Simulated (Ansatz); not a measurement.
## CsCl: response to strain

The parent structure is CsCl in the CsCl type structure (space group Pm-3m, No. 221).

```xyz
2
Lattice="4.1403 0.0000 0.0000 0.0000 4.1403 0.0000 0.0000 0.0000 4.1403" Properties=species:S:1:pos:R:3 pbc="T T T"
Cs     0.0000     0.0000     0.0000
Cl     2.0702     2.0702     2.0702
```

Cartesian axes are those of the cell as printed.

Strains are applied to the cell and any free atomic positions relax.

Level of theory: r2SCAN/PAW in Ansatz (a quantum-chemistry and plane-wave program), no spin-orbit coupling.

Candidates:
(a) uniaxial strain ε_xx = +1.90 %
(b) uniaxial strain ε_yy = +2.51 %
(c) isotropic strain −3.45 %
(d) tensor shear ε_yz = −0.75 %

For the base:

The band gap is 5.91 eV.

### Question
Order them by band gap, highest first.

### Answer
(d) tensor shear ε_yz = −0.75 % (5.91 eV), (a) uniaxial strain ε_xx = +1.90 % (5.85 eV), (b) uniaxial strain ε_yy = +2.51 % (5.81 eV), (c) isotropic strain −3.45 % (5.79 eV)

Stability against distortions was not tested.
